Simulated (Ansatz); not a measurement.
Results of PBEsol (PAW; Ansatz, an electronic-structure program) for zinc-blende ZnTe.

A relaxed, unreconstructed slab of the (110) face has 16 atoms, two equal faces of 26.020 Å² each and an energy of -81464.7191 eV. A bulk cell of 4 atoms with the same orientation and in-plane k mesh has -20366.4486 eV. Energies are extrapolated to zero smearing.

Run with plane-wave cutoff 500 eV, 6×6×1 k mesh (along the axes of the cell as run), gaussian smearing 0.02 eV, scalar-relativistic PAW data made under PBE.

Worked out: γ = (E_slab − N E_bulk per atom)/2A = [-81464.7191 − 16 × (-20366.4486/4)]/(2 × 26.020) = 0.0207 eV/Å². With 16.022 J/m² per eV/Å² this is 0.33 J/m², or 0.54 eV per surface cell and face.
